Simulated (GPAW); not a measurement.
# Nb (Pm-3m) in GPAW: convergence with smearing width (eV)

Aim: find how far smearing width (eV) must go before the results for Nb settle, at r2SCAN. This setting moves, with any that are tied to it; all else stays.

Everything below comes from runs of GPAW 26.7.0. Logs are shortened: lines on timing, memory, paths and dates and some standing lists are left out, and cuts for length are marked. The log counts tension as positive stress, the text compression.

**1. The crystal as given**

It takes space group Pm-3m (No. 221, cubic). The conventional cell has a = 2.720 Å, b = 2.720 Å, c = 2.720 Å, α = 90.00°, β = 90.00°, γ = 90.00°. Nb (site symmetry m-3m) has 6 Nb at 2.72 Å as nearest neighbours.

The cell was built by a generator and needn't be a form met in nature.

**2. With smearing width (eV) 0.5**

The input, run.py:

```python
from ase.dft.bandgap import bandgap
from ase.io import read, write
from ase.units import GPa
from gpaw import GPAW, PW

atoms = read('Nb.xyz')

calc = GPAW(mode=PW(600),
            xc='MGGA_X_R2SCAN+MGGA_C_R2SCAN',
            kpts={'size': (10, 10, 10), 'gamma': True},
            occupations={'name': 'methfessel-paxton', 'width': 0.5, 'order': 1},
            nbands=15,
            convergence={'density': 1e-05, 'energy': 1e-05},
            maxiter=100,
            txt='gpaw.txt')
atoms.calc = calc
energy = atoms.get_potential_energy()
forces = atoms.get_forces()
stress = atoms.get_stress()
calc.write('gs.gpw')
write('result.traj', atoms)
print(f'Energy: {energy:.6f} eV')
print('Forces (eV/A):')
print(forces.round(4))
print('Stress (GPa):', (stress / GPa).round(3))
print('Fermi level:', round(calc.get_fermi_level(), 4), 'eV')
print(f'Gap: {bandgap(calc)[0]:.4f} eV, direct: {bandgap(calc, direct=True)[0]:.4f} eV')
```

The input, Nb.xyz:

```xyz
1
Lattice="2.7196400000 0.0000000000 0.0000000000 0.0000000000 2.7196400000 0.0000000000 0.0000000000 0.0000000000 2.7196400000" Properties=species:S:1:pos:R:3 pbc="T T T"
Nb     1.3598200000      1.3598200000      1.3598200000
```

Potentials or basis: GPAW PAW data sets (gpaw-data 1.2.1), pw.

The run is started by

```
OMP_NUM_THREADS=1 python run.py
```

Run time: 23 s. Hardware: 1 thread of Arm Neoverse V1, shared host; peak memory 0.22 GiB.

Results:

```yaml
Free_energy: -20.7334 eV
Pressure: -0.5 GPa
Band_gap_on_the_k_mesh: none (metal or under the smearing width)
```

**3. With smearing width (eV) 0.3**

run.py: that of step 2 with these lines changed.

```diff
@@ -10,3 +10,3 @@
             kpts={'size': (10, 10, 10), 'gamma': True},
-            occupations={'name': 'methfessel-paxton', 'width': 0.5, 'order': 1},
+            occupations={'name': 'methfessel-paxton', 'width': 0.3, 'order': 1},
             nbands=15,
```

Nb.xyz is that of step 2.

Potentials or basis: GPAW PAW data sets (gpaw-data 1.2.1), pw.

The run is started by

```
OMP_NUM_THREADS=1 python run.py
```

Wall time 23 s (1 thread of Arm Neoverse V1, shared host); peak memory 0.22 GiB.

What came out:

| Quantity | Value |
| --- | --- |
| Free energy | -20.7216 eV |
| Pressure | -0.5 GPa |
| Band gap on the k mesh | none (metal or under the smearing width) |

**4. With smearing width (eV) 0.2**

run.py: that of step 3 with these lines changed.

```diff
@@ -10,3 +10,3 @@
             kpts={'size': (10, 10, 10), 'gamma': True},
-            occupations={'name': 'methfessel-paxton', 'width': 0.3, 'order': 1},
+            occupations={'name': 'methfessel-paxton', 'width': 0.2, 'order': 1},
             nbands=15,
```

Nb.xyz is that of step 3.

The run is started by

```
OMP_NUM_THREADS=1 python run.py
```

Run time: 23 s. Hardware: 1 thread of Arm Neoverse V1, shared host; peak memory 0.22 GiB.

The run converged. Its results:

```
Free energy            : -20.7182 eV
Pressure               : -0.5 GPa
Band gap on the k mesh : none (metal or under the smearing width)
```

**5. With smearing width (eV) 0.15**

run.py: that of step 4 with these lines changed.

```diff
@@ -10,3 +10,3 @@
             kpts={'size': (10, 10, 10), 'gamma': True},
-            occupations={'name': 'methfessel-paxton', 'width': 0.2, 'order': 1},
+            occupations={'name': 'methfessel-paxton', 'width': 0.15, 'order': 1},
             nbands=15,
```

Nb.xyz is that of step 4.

The run is started by

```
OMP_NUM_THREADS=1 python run.py
```

It took 23 s on 1 thread of Arm Neoverse V1, shared host; peak memory 0.22 GiB.

Results (log left out):

```yaml
Free_energy: -20.7171 eV
Pressure: -0.4 GPa
Band_gap_on_the_k_mesh: none (metal or under the smearing width)
```

**6. With smearing width (eV) 0.1**

run.py: that of step 5 with these lines changed.

```diff
@@ -10,3 +10,3 @@
             kpts={'size': (10, 10, 10), 'gamma': True},
-            occupations={'name': 'methfessel-paxton', 'width': 0.15, 'order': 1},
+            occupations={'name': 'methfessel-paxton', 'width': 0.1, 'order': 1},
             nbands=15,
```

Nb.xyz is that of step 5.

Potentials or basis: GPAW PAW data sets (gpaw-data 1.2.1), pw.

The run is started by

```
OMP_NUM_THREADS=1 python run.py
```

Run time: 24 s. Hardware: 1 thread of Arm Neoverse V1, shared host; peak memory 0.22 GiB.

Results (log left out):

```
Free energy            : -20.7165 eV
Pressure               : -0.3 GPa
Band gap on the k mesh : none (metal or under the smearing width)
```

**7. With smearing width (eV) 0.05**

run.py: that of step 6 with these lines changed.

```diff
@@ -10,3 +10,3 @@
             kpts={'size': (10, 10, 10), 'gamma': True},
-            occupations={'name': 'methfessel-paxton', 'width': 0.1, 'order': 1},
+            occupations={'name': 'methfessel-paxton', 'width': 0.05, 'order': 1},
             nbands=15,
```

Nb.xyz is that of step 6.

The run is started by

```
OMP_NUM_THREADS=1 python run.py
```

Run time: 24 s. Hardware: 1 thread of Arm Neoverse V1, shared host; peak memory 0.22 GiB.

The run converged. Its results:

```yaml
Free_energy: -20.7157 eV
Pressure: -0.1 GPa
Band_gap_on_the_k_mesh: none (metal or under the smearing width)
```

**8. With smearing width (eV) 0.025**

run.py: that of step 7 with these lines changed.

```diff
@@ -10,3 +10,3 @@
             kpts={'size': (10, 10, 10), 'gamma': True},
-            occupations={'name': 'methfessel-paxton', 'width': 0.05, 'order': 1},
+            occupations={'name': 'methfessel-paxton', 'width': 0.025, 'order': 1},
             nbands=15,
```

Nb.xyz is that of step 7.

The run is started by

```
OMP_NUM_THREADS=1 python run.py
```

Wall time 25 s (1 thread of Arm Neoverse V1, shared host); peak memory 0.22 GiB.

It converged, with:

```yaml
Free_energy: -20.7155 eV
Pressure: -0.2 GPa
Band_gap_on_the_k_mesh: none (metal or under the smearing width)
```

**9. With smearing width (eV) 0.01**

run.py: that of step 8 with these lines changed.

```diff
@@ -10,3 +10,3 @@
             kpts={'size': (10, 10, 10), 'gamma': True},
-            occupations={'name': 'methfessel-paxton', 'width': 0.025, 'order': 1},
+            occupations={'name': 'methfessel-paxton', 'width': 0.01, 'order': 1},
             nbands=15,
```

Nb.xyz is that of step 8.

Potentials or basis: GPAW PAW data sets (gpaw-data 1.2.1), pw.

The run is started by

```
OMP_NUM_THREADS=1 python run.py
```

gpaw.txt:

```text
__  _  _
 | _ |_)|_||  |
 |__||  | ||/\| - 26.7.0

Input parameters:
  mode=PW(ecut=600.0),
  convergence={'density': 1e-05, 'energy': 1e-05},
  kpts=MonkhorstPack(size=(10, 10, 10), gamma=True),
  maxiter=100,
  nbands=15,
  occupations=Occupations(name='methfessel-paxton', width=0.01, order=1),
  xc=XC(name='MGGA_X_R2SCAN+MGGA_C_R2SCAN')

Diagonalizing LCAO Hamiltonian
Converting LCAO to pw mode
   .------.
  /|      |
 * |      |
 | .-Nb---.
 |/      /
 *------*

Atoms  # Å, Bohr magnetons
|   | symbol |        x |        y |        z |    initial magnetic moments |
|---|--------|----------|----------|----------|-----------------------------|
| 0 |     Nb | 1.359820 | 1.359820 | 1.359820 | ( 0.0000,  0.0000,  0.0000) |

Unit cell  # Å
| periodic |        x |        y |        z |  lengths |    angles |
|----------|----------|----------|----------|----------|-----------|
|      yes | 2.719640 | 0.000000 | 0.000000 | 2.719640 | 90.000000 |
|      yes | 0.000000 | 2.719640 | 0.000000 | 2.719640 | 90.000000 |
|      yes | 0.000000 | 0.000000 | 2.719640 | 2.719640 | 90.000000 |

Number of symmetries: 48
Symmetry operations  # r_c * U_cc + t_c -> r_c
|    | kind |            matrix            |
|----|------|------------------------------|
|  0 |  E   |  1, 0, 0,  0, 1, 0,  0, 0, 1 |
|  1 |  σ   |  1, 0, 0,  0, 1, 0,  0, 0,-1 |
|  2 |  σ   |  1, 0, 0,  0, 0, 1,  0, 1, 0 |
|  3 |  C4  |  1, 0, 0,  0, 0, 1,  0,-1, 0 |
|  4 |  C4  |  1, 0, 0,  0, 0,-1,  0, 1, 0 |
|  5 |  σ   |  1, 0, 0,  0, 0,-1,  0,-1, 0 |
|  6 |  σ   |  1, 0, 0,  0,-1, 0,  0, 0, 1 |
|  7 |  C2  |  1, 0, 0,  0,-1, 0,  0, 0,-1 |
|  8 |  σ   |  0, 1, 0,  1, 0, 0,  0, 0, 1 |
|  9 |  C2  |  0, 1, 0,  1, 0, 0,  0, 0,-1 |
| 10 |  C3  |  0, 1, 0,  0, 0, 1,  1, 0, 0 |
| 11 |  S6  |  0, 1, 0,  0, 0, 1, -1, 0, 0 |
| 12 |  S6  |  0, 1, 0,  0, 0,-1,  1, 0, 0 |
| 13 |  C3  |  0, 1, 0,  0, 0,-1, -1, 0, 0 |
| 14 |  C4  |  0, 1, 0, -1, 0, 0,  0, 0, 1 |
| 15 |  S4  |  0, 1, 0, -1, 0, 0,  0, 0,-1 |
| 16 |  C3  |  0, 0, 1,  1, 0, 0,  0, 1, 0 |
| 17 |  S6  |  0, 0, 1,  1, 0, 0,  0,-1, 0 |
| 18 |  σ   |  0, 0, 1,  0, 1, 0,  1, 0, 0 |
| 19 |  C4  |  0, 0, 1,  0, 1, 0, -1, 0, 0 |
| 20 |  C2  |  0, 0, 1,  0,-1, 0,  1, 0, 0 |
| 21 |  S4  |  0, 0, 1,  0,-1, 0, -1, 0, 0 |
| 22 |  S6  |  0, 0, 1, -1, 0, 0,  0, 1, 0 |
| 23 |  C3  |  0, 0, 1, -1, 0, 0,  0,-1, 0 |
| 24 |  S6  |  0, 0,-1,  1, 0, 0,  0, 1, 0 |
| 25 |  C3  |  0, 0,-1,  1, 0, 0,  0,-1, 0 |
| 26 |  C4  |  0, 0,-1,  0, 1, 0,  1, 0, 0 |
| 27 |  σ   |  0, 0,-1,  0, 1, 0, -1, 0, 0 |
| 28 |  S4  |  0, 0,-1,  0,-1, 0,  1, 0, 0 |
| 29 |  C2  |  0, 0,-1,  0,-1, 0, -1, 0, 0 |
| 30 |  C3  |  0, 0,-1, -1, 0, 0,  0, 1, 0 |
| 31 |  S6  |  0, 0,-1, -1, 0, 0,  0,-1, 0 |
| 32 |  C4  |  0,-1, 0,  1, 0, 0,  0, 0, 1 |
| 33 |  S4  |  0,-1, 0,  1, 0, 0,  0, 0,-1 |
| 34 |  S6  |  0,-1, 0,  0, 0, 1,  1, 0, 0 |
| 35 |  C3  |  0,-1, 0,  0, 0, 1, -1, 0, 0 |
| 36 |  C3  |  0,-1, 0,  0, 0,-1,  1, 0, 0 |
| 37 |  S6  |  0,-1, 0,  0, 0,-1, -1, 0, 0 |
| 38 |  σ   |  0,-1, 0, -1, 0, 0,  0, 0, 1 |
| 39 |  C2  |  0,-1, 0, -1, 0, 0,  0, 0,-1 |
| 40 |  σ   | -1, 0, 0,  0, 1, 0,  0, 0, 1 |
| 41 |  C2  | -1, 0, 0,  0, 1, 0,  0, 0,-1 |
| 42 |  C2  | -1, 0, 0,  0, 0, 1,  0, 1, 0 |
| 43 |  S4  | -1, 0, 0,  0, 0, 1,  0,-1, 0 |
| 44 |  S4  | -1, 0, 0,  0, 0,-1,  0, 1, 0 |
| 45 |  C2  | -1, 0, 0,  0, 0,-1,  0,-1, 0 |
| 46 |  C2  | -1, 0, 0,  0,-1, 0,  0, 0, 1 |
| 47 |  i   | -1, 0, 0,  0,-1, 0,  0, 0,-1 |

BZ-sampling:
  Number of BZ points: 1000
  Number of IBZ points: 56

  Monkhorst-Pack size: [10, 10, 10]
  Monkhorst-Pack shift: [0.05, 0.05, 0.05]

K-points  # in reciprocal-cell coordinates
|     |                                coordinates |     weight |
|-----|--------------------------------------------|------------|
|   0 | (  0.00000000,   0.00000000,   0.00000000) | 0.00100000 |
|   1 | (  0.10000000,   0.00000000,   0.00000000) | 0.00600000 |
|   2 | (  0.10000000,   0.10000000,   0.00000000) | 0.01200000 |
|   3 | (  0.10000000,   0.10000000,   0.10000000) | 0.00800000 |
|   4 | (  0.20000000,   0.00000000,   0.00000000) | 0.00600000 |
|   5 | (  0.20000000,   0.10000000,   0.00000000) | 0.02400000 |
|   6 | (  0.20000000,   0.10000000,   0.10000000) | 0.02400000 |
|   7 | (  0.20000000,   0.20000000,   0.00000000) | 0.01200000 |
|   8 | (  0.20000000,   0.20000000,   0.10000000) | 0.02400000 |
|   9 | (  0.20000000,   0.20000000,   0.20000000) | 0.00800000 |
| ... |                                            |            |
|  55 | (  0.50000000,   0.50000000,   0.50000000) | 0.00100000 |

Plane wave coefficients: 691
Cutoff: 600.0 eV

Spin-components: 1 (collinear spins)
Bands:           15
Projectors:      6
Spin-degeneracy: 2
Datatype:        complex128

Parallelization:
  kpt:    1
  domain: 1
  band:   1

Density:
  Valence electrons: 13.0
  Components: 1
  Grid points: [16 16 16]
  Charge: 0.0  # |e|

Potential:
  Grid points: [16 16 16]

species:
  Nb:
    name:    Niobium
    Z:       41.0
    valence: 13
    core:    28
    charge:  0.0  # [|e|]
    compensation charges:
      type: gauss
      rc: 0.40  # [Å]
      lmax: 2
    cutoffs:
      filter: 2.35  # [Å]
      core: 1.51  # [Å]
    projectors
    | kind |    occ | energy [eV] | rcut [Å] |
    |------|--------|-------------|----------|
    |   4s |  2.000 |     -58.361 |    1.323 |
    |   5s |  1.000 |      -3.980 |    1.323 |
    |   4p |  6.000 |     -34.526 |    1.323 |
    |   5p |  0.000 |      -1.111 |    1.323 |
    |   4d |  4.000 |      -3.041 |    1.244 |
    |    d |        |      24.171 |    1.244 |

    Using partial waves for Nb as LCAO basis

Reference energy: -103906.147789  # eV

eigensolver:
  PPCG
  Converge bands: occupied
  niter=2

density mixing:
  MSR1-Mixer
  Pratt-step length: 0.05
  Maximum mixing coefficient: 0.75
  Old densities: 10
  SVD Regularization: 0.005
  Good broyden scale: 1.0
  Trust region scale: 1.0
  Backstep threshold: 4.0
  History deletion threshold: 6.0
  Fourier metric: weight=20.0, sigma=0.015

occupation numbers:
  Methfessel-Paxton:
    width: 0.0100  # eV
    order: 1

poisson solver:
  ecut: 4800.0  # eV

xc functional:
  name: MGGA_X_R2SCAN+MGGA_C_R2SCAN with 2 nearest neighbor stencil

convergence criteria:
- Maximum integral of absolute [dens]ity change: 1e-05 electrons / valence electron
- Maximum [total energy] change in last 3 cyles: 1e-05 eV / valence electron
- Maximum integral of absolute [eigenst]ate change: 4e-08 eV^2 / valence electron
maximum number of iterations: 100

SCF iterations
|iter     | |      energy | eigst |  dens |
|---------|-|-------------|-------|-------|
|iter:   1| |  -25.142144 | +0.08 |       |
|iter:   2| |  -20.876569 | -1.57 | -1.07 |
|iter:   3| |  -20.687560 | -1.79 | -1.13 |
|iter:   4| |  -20.698082 | -2.05 | -1.45 |
|iter:   5| |  -20.713482 | -2.93 | -1.98 |
|iter:   6| |  -20.715238 | -3.43 | -2.37 |
|iter:   7| |  -20.715344 | -4.80 | -2.87 |
|iter:   8| |  -20.715348c| -6.43 | -3.70 |
|iter:   9| |  -20.715348c| -7.81c| -4.53 |
|iter:  10| |  -20.715348c| -8.17c| -4.69 |
|iter:  11| |  -20.715348c| -9.18c| -5.64c|

Converged in 11 steps
Energy contributions relative to reference atoms: (reference = -103906.147789)

Energy contributions:
  Kinetic:          -6.315090
  Coulomb:           2.430527
  Zero:             -0.095749
  External:          0.000000
  Xc:              -16.734958
  Entropy:          -0.000118
  Spinorbit:         0.000000
  ----------------------------
  Free energy:     -20.715388
  Extrapolated:    -20.715348

dipole moment: (0.000000, 0.000000, 0.000000)  # |e|*Ang

Fermi level: 9.847
Eigenvalues  # (at kpt = [0.000, 0.000, 0.000])
| band index |      eig [eV] | occ [0-2] |
|------------|---------------|-----------|
|          0 |       -46.534 |     2.000 |
|          1 |       -21.108 |     2.000 |
|          2 |       -21.108 |     2.000 |
|          3 |       -21.108 |     2.000 |
|          4 |         4.047 |     2.000 |
|          5 |         6.928 |     2.000 |
|          6 |         6.928 |     2.000 |
|          7 |        15.375 |     0.000 |
|          8 |        15.375 |     0.000 |
|          9 |        15.375 |     0.000 |
|         10 |        25.654 |     0.000 |
|         11 |        25.654 |     0.000 |
|         12 |        25.654 |     0.000 |
|         13 |        32.052 |     0.000 |
|         14 |        32.956 |     0.000 |

No gap
No difference between direct/indirect transitions

Forces  # eV/Ang
|        x |        y |        z |
|----------|----------|----------|
| -0.00000 | -0.00000 | -0.00000 |  # Nb   0

Stress tensor  # eV/Ang^3
|        x |        y |        z |
|----------|----------|----------|
| 0.001089 | 0.000000 | 0.000000 |
| 0.000000 | 0.001089 | 0.000000 |
| 0.000000 | 0.000000 | 0.001089 |

# Writing to gs.gpw (mode='')
```

Wall time 26 s (1 thread of Arm Neoverse V1, shared host); peak memory 0.22 GiB.

Results:

* Free energy: -20.7154 eV
* Pressure: -0.2 GPa
* Band gap on the k mesh: none (metal or under the smearing width)

**10. The series at a glance**

| smearing width (eV) | energy less the tightest run, at zero smearing (meV/atom) | pressure (GPa) | SCF cycles | CPU time (s) | peak memory (GiB) |
| --- | --- | --- | --- | --- | --- |
| 0.5 | -5.81 | -0.46 | 10 | 23 | 0.22 |
| 0.3 | -2.00 | -0.50 | 10 | 23 | 0.22 |
| 0.2 | -1.11 | -0.46 | 10 | 23 | 0.22 |
| 0.15 | -1.00 | -0.38 | 10 | 23 | 0.22 |
| 0.1 | -0.73 | -0.28 | 10 | 23 | 0.22 |
| 0.05 | -0.12 | -0.12 | 11 | 24 | 0.22 |
| 0.025 | -0.10 | -0.15 | 11 | 25 | 0.22 |
| 0.01 | 0.00 | -0.17 | 11 | 26 | 0.22 |

Against the tightest run, the energy stays within 1 meV/atom from 0.1 on; the pressure stays within 0.1 GPa from 0.05 on. Narrower smearing needs a denser k mesh, so at a fixed mesh the narrowest width isn't the most accurate. The tightest run that finished is the yardstick and may itself not be fully converged.

Caveats: this smearing can pin the Fermi level at a band edge; the PAW data sets were made with another functional, which shifts forces and pressure a little.
